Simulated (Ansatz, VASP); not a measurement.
# Pt24F (Pt wire along [111], 6 atoms a period): VASP beside Ansatz

One calculation is typed for both programs; each brings its own data sets. How far apart do they land? The cell is taken from a series of runs on this material, whose earlier steps may have relaxed, scaled, displaced or heated it; both programs get it as it stands.

Main program and level: Ansatz 0.2.0; plane waves, with VASP 6.6.1 beside it; single point at PBE.

## Step 1: Set-up

The cell holds 25 atoms: 24 Pt and 1 F. Its edges and angles: a = 9.607 Å, b = 10.041 Å, c = 25.353 Å, α = 90.0°, β = 90.0°, γ = 90.0°. Vacuum lies along a and b. The structure's axis is c.

## Step 2: Ansatz: single point, PBE

Ansatz runs on its default PAW (the set named soft_2) files.

A single point gives forces, pressure and levels at one fixed geometry, so differences don't come from the geometry; what else differs is listed under the comparison.

input.yaml

```yaml
crystal:
  lattice:
    - [9.607, 0.0, 0.0]
    - [0.0, 10.041, 0.0]
    - [0.0, 0.0, 25.3532253553]
  atoms:
    - { symbol: Pt, position: [0.370412987, 0.500024471, 0.0], spin: 0.39 }
    - { symbol: Pt, position: [0.635697479, 0.500024471, 0.0], spin: 0.33 }
    - { symbol: Pt, position: [0.505217304, 0.427635041, 0.083378194], spin: 0.35 }
    - { symbol: Pt, position: [0.637863389, 0.648013095, 0.083251005], spin: 0.4 }
    - { symbol: Pt, position: [0.505217304, 0.572413901, 0.166621806], spin: 0.35 }
    - { symbol: Pt, position: [0.637863389, 0.352035847, 0.166748995], spin: 0.4 }
    - { symbol: Pt, position: [0.4059702104, 0.5779884021, 0.2593431294] }
    - { symbol: Pt, position: [0.662368934, 0.5039364612, 0.2461524232], spin: 0.08 }
    - { symbol: Pt, position: [0.5573891402, 0.5513233003, 0.3403119546], spin: 0.06 }
    - { symbol: Pt, position: [0.8216897339, 0.5808045258, 0.3173193928], spin: 0.08 }
    - { symbol: Pt, position: [0.5218852552, 0.6234573202, 0.4338057315] }
    - { symbol: Pt, position: [0.7587070735, 0.51527989, 0.4087613467] }
    - { symbol: Pt, position: [0.4697629183, 0.5529410713, 0.5262237001] }
    - { symbol: Pt, position: [0.7301995957, 0.5842732641, 0.5030436379] }
    - { symbol: Pt, position: [0.6666064129, 0.4632518002, 0.5857648355] }
    - { symbol: Pt, position: [0.3132570919, 0.5762225139, 0.6012332138] }
    - { symbol: Pt, position: [0.4983054224, 0.5014426402, 0.6610090706], spin: 0.06 }
    - { symbol: Pt, position: [0.7234869274, 0.3639187151, 0.6734676554], spin: 0.06 }
    - { symbol: Pt, position: [0.370412987, 0.500024471, 0.75], spin: 0.39 }
    - { symbol: Pt, position: [0.635697479, 0.500024471, 0.75], spin: 0.33 }
    - { symbol: Pt, position: [0.505217304, 0.427635041, 0.833378194], spin: 0.35 }
    - { symbol: Pt, position: [0.637863389, 0.648013095, 0.833251005], spin: 0.4 }
    - { symbol: Pt, position: [0.505217304, 0.572413901, 0.916621806], spin: 0.35 }
    - { symbol: Pt, position: [0.637863389, 0.352035847, 0.916748995], spin: 0.4 }
    - { symbol: F, position: [0.212024432, 0.6142390066, 0.2701891353] }
magnetization:
  spin_polarized: true
kpoints:
  mp_grid: { grid: [1, 1, 4] }
scf:
  occupations: { method: fermi_dirac, width: 0.05 }
hamiltonian:
  xc: pbe
output:
  transmission:
    e_range: [-1.26, 1.26]
    de: 0.035
    kmesh: [1, 1]
    reduced_basis: true
    leads: [[18, 0]]
  dos: { projected: true, e_range: [-4, 3] }
  write_potential: true
  write_density: true
  volumetric_format: npy
  elf: true
basis:
  ecutwfc: "350 eV"
```

The run is started by

```sh
$ ansatz run input.yaml --threads 8 --pin off --max-ram 16384MiB --backend cpu --events-out ev --progress --plain --runs-dir out
```

Numbers of over 12 decimals in the logs are rounded to 6 here.

Output:

```text
Warning: basis.ecutwfc = 350 eV is below the records' recommended 420 eV, and the density's cutoff is lower with it unless basis.ecutrho_ratio is high enough to keep the records' density cutoff: compare with a run at a higher cutoff
Engine: ansatz 0.2.0, aarch64-unknown-linux-gnu
Pseudopotentials: kind: paw
Pseudopotential: Pt, paw, valence charge 18, recommended cutoff 420 eV (normal), Pt.paw.azcp
Pseudopotential: F, paw, valence charge 7, recommended cutoff 420 eV (normal), F.paw.azcp
Functional definition: PBE
  parameter kappa = 0.804
  parameter beta = 0.066725
  exchange = pbe_x(kappa = kappa, mu = beta*pi^2/3)
  correlation = pbe_c(beta = beta)
Crystal: 25 atoms, lattice volume = 2445.671 Å³
Basis set: ecut = 350 eV, 36359 PW (Γ)
Bands: 267, of which v1, the nominal top of the filled ones, is band 220 counted from 1 (219 counted from 0)
Symmetry: 1 space group operations
Space group: P1 (ITA 1), of the structure as read, at distance tolerance 1.3e-4 Å
Magnetic group: BNS 1.1 (UNI 1), of the structure as read, at distance tolerance 1.3e-4 Å
k-points: 3 of 4 (time reversal used)
Non-local potential: Pt, projectors of the file, l = 0: 3, l = 1: 2, l = 2: 2, l = 3: 1
Non-local potential: F, projectors of the file, l = 0: 2, l = 1: 2, l = 2: 1
PAW form: soft (Blöchl's): semilocal exchange-correlation on the pseudo side does not see the compensation charge
PAW one-centre angular grid: Pt, 590 points (default); XC on 64 Gauss nodes
PAW one-centre angular grid: F, 110 points (default); XC on 64 Gauss nodes
Initial density: superposition of atomic densities (neutral atoms: chi_scale 0, normalization atom)
Starting moments: Σ|m| = 4.78 μB on 17 of 25 sites
Initial wavefunctions: pseudopotential atomic-orbital guess
Functional: x = pbe(κ = 0.804, μ = 0.219515), c = pbe(β = 0.066725)
SCF iter   1: F=—  HF=-301323.687893 eV  |F-HF|=—  |Δ(HF+E_count)|=         —  Δρ=1.86e-2 (↑1.85e-2 ↓1.86e-2)  dr2=3.65e1  dr2_m=2.21e-1  M=2.043 μB ∫|m|=2.124 μB  β_m=0.30  ethr=3.10e-3  ⟨swp⟩=6.0  Hψ=5717  notcnv=0  defer=84
Mixer restart at iter 1: flushing history
preconditioner: auto → LDOS  [metal: Δε(μ)=0.027 eV  Ē_g=5.433 eV  σ=0.050 eV  W_gap=0.14  n_scr=348 (ndim 8)  ℏωp=11.8 eV  f_vac=0.692  D(μ)=46.08/eV (n_scr^D=250)]
spin=Collinear: LDOS preconditioning applied to the charge; magnetization (m = ρ↑ − ρ↓) channel mixes plain (no charge-response kernel on spin).
SCF iter   2: F=—  HF=-301317.628169 eV  |F-HF|=—  |Δ(HF+E_count)|=    6.06e0  Δρ=1.09e-2 (↑1.02e-2 ↓1.09e-2)  dr2=9.28e0  dr2_m=8.45e-2  M=2.655 μB ∫|m|=2.745 μB  β_m=0.43  ethr=3.10e-3  ⟨swp⟩=2.0  Hψ=2710  notcnv=0  defer=164
SCF iter   3: F=—  HF=-301316.742956 eV  |F-HF|=—  |Δ(HF+E_count)|=   8.85e-1  Δρ=4.20e-3 (↑3.35e-3 ↓4.20e-3)  dr2=1.27e0  dr2_m=4.24e-2  M=3.682 μB ∫|m|=3.828 μB  β_m=0.54  ethr=2.11e-3  ⟨swp⟩=2.2  Hψ=2706  notcnv=0  defer=163
SCF iter   4: F=—  HF=-301317.010865 eV  |F-HF|=—  |Δ(HF+E_count)|=   2.68e-1  Δρ=2.07e-3 (↑1.98e-3 ↓2.07e-3)  dr2=3.66e-1  dr2_m=5.08e-2  M=4.665 μB ∫|m|=4.879 μB  β_m=0.66  ethr=2.89e-4  ⟨swp⟩=2.2  Hψ=1924  notcnv=0  defer=161
SCF iter   5: F=—  HF=-301317.093563 eV  |F-HF|=—  |Δ(HF+E_count)|=   8.27e-2  Δρ=1.45e-3 (↑1.45e-3 ↓1.22e-3)  dr2=1.99e-1  dr2_m=2.86e-2  M=5.475 μB ∫|m|=5.768 μB  β_m=0.83  ethr=8.34e-5  ⟨swp⟩=2.0  Hψ=2012  notcnv=0  defer=161
SCF iter   6: F=—  HF=-301317.132054 eV  |F-HF|=—  |Δ(HF+E_count)|=   3.85e-2  Δρ=1.08e-3 (↑1.02e-3 ↓1.08e-3)  dr2=1.13e-1  dr2_m=1.09e-2  M=6.207 μB ∫|m|=6.579 μB  β_m=0.73  ethr=4.54e-5  ⟨swp⟩=2.0  Hψ=2448  notcnv=0  defer=161
SCF iter   7: F=—  HF=-301317.129288 eV  |F-HF|=—  |Δ(HF+E_count)|=   2.77e-3  Δρ=4.47e-4 (↑3.28e-4 ↓4.47e-4)  dr2=9.23e-3  dr2_m=2.21e-3  M=6.740 μB ∫|m|=7.186 μB  β_m=0.70  ethr=2.57e-5  ⟨swp⟩=2.0  Hψ=2486  notcnv=0  defer=161
SCF iter   8: F=—  HF=-301317.129644 eV  |F-HF|=—  |Δ(HF+E_count)|=   3.56e-4  Δρ=2.93e-4 (↑2.93e-4 ↓2.66e-4)  dr2=3.01e-3  dr2_m=1.45e-3  M=6.903 μB ∫|m|=7.370 μB  β_m=0.82  ethr=2.10e-6  ⟨swp⟩=2.0  Hψ=2348  notcnv=0  defer=161
SCF iter   9: F=—  HF=-301317.131367 eV  |F-HF|=—  |Δ(HF+E_count)|=   1.72e-3  Δρ=2.58e-4 (↑2.58e-4 ↓2.38e-4)  dr2=1.78e-3  dr2_m=1.10e-3  M=7.012 μB ∫|m|=7.481 μB  β_m=0.91  ethr=6.86e-7  ⟨swp⟩=2.0  Hψ=2458  notcnv=0  defer=161
SCF iter  10: F=—  HF=-301317.132907 eV  |F-HF|=—  |Δ(HF+E_count)|=   1.54e-3  Δρ=2.33e-4 (↑1.84e-4 ↓2.33e-4)  dr2=1.05e-3  dr2_m=8.51e-4  M=7.189 μB ∫|m|=7.661 μB  β_m=0.96  ethr=4.07e-7  ⟨swp⟩=2.0  Hψ=2856  notcnv=0  defer=161
SCF iter  11: F=—  HF=-301317.134588 eV  |F-HF|=—  |Δ(HF+E_count)|=   1.68e-3  Δρ=2.18e-4 (↑1.50e-4 ↓2.18e-4)  dr2=1.43e-3  dr2_m=6.41e-4  M=7.375 μB ∫|m|=7.844 μB  β_m=0.98  ethr=2.38e-7  ⟨swp⟩=2.0  Hψ=2884  notcnv=0  defer=161
[...]
k-point 2 ↑: bands = [... 216 lower, -1.3604, -1.3272, -1.2843, -1.2761, -1.2329, -1.2252, -1.1871, -1.1682, ... 43 higher]
  k-point 2 ↓: bands = [... 216 lower, -1.0652, -1.0242, -0.9790, -0.9330, -0.8711, -0.7898, -0.7286, -0.7130, ... 43 higher]
--- Transmission ---
  basis      : 707 plane waves across, 30 finite elements along
  points     : 1, standing for a mesh of 1 x 1
  unconverged: the k-mesh may be too coarse, since an axis without vacuum has one point: set a kmesh with more there, and mesh_tolerance
  filling    : by the input's occupations and mesh, since the crystals that have channels conduct as metals do. If one of these is a semiconductor, that mesh has misplaced its level
  energies   : 73 from -1.260000 to 1.260000 eV about the Fermi level, 0.035000 eV apart; the leads are filled to 0.000000 eV, and channels, transmission and decay are at 0.000000 eV
  crystal 0  : Pt6, at the sites [18, 0], period 6.3383 Å, over 12.68 Å; its Hamiltonian steps by up to 33647.9 meV: too much for a lead, lay more layers or, if its atoms are ordered, name the step of that order
    offset         : up to 0.0000 Å between an atom of the period and one for which it stands
    filled         : 5.5 meV over the level at which it is neutral
    channels       : 1.000000e0 up, 1.000000e0 down
    conductance    : 1.1755e14 S/m² at 300 K; may be off by some 0.3 % by where its bands' edges are placed, 2.9 % from the distance to neutral
  junction   : crystal 0 to crystal 0, 4.58 to 23.60 Å
    transmission   : 5.868030e-1 up, 4.368270e-2 down
    error estimate : 5.385141e-5 up, 8.799314e-6 down from the reduction of the transverse basis, at the most 3.848518e-3 at -0.840000 eV
    conductance    : 2.8292e13 S/m² at 300 K (2.9874e13 on every other energy)
    error estimate : 5.6 % from the energy spacing and 41.7 % from band edges of the leads and from resonances (wavevectors taken as independent; lower de), 0.5 % from the reduction of the transverse basis, 207969.2 % from the steps of its leads' Hamiltonians or their offsets (lay more layers), 2.1 % from the distance to neutral
    resistance     : 2.3796e-2 Ω µm² beyond half of each lead's own
```

(Continued in part 2 of 2.)

[Lines on the potential files, build, host, timing and source positions are cut from VASP's logs without a mark.]

[Logs are printed without paths, hosts, clocks, repeated set-up lines and the standing remarks that a program may print on its own settings, such as how far it seeks lower states.]

[Hosts, paths, dates, database ids (printed as entryN), source tags and the programs' standing remarks are cut or masked in the printed files.]
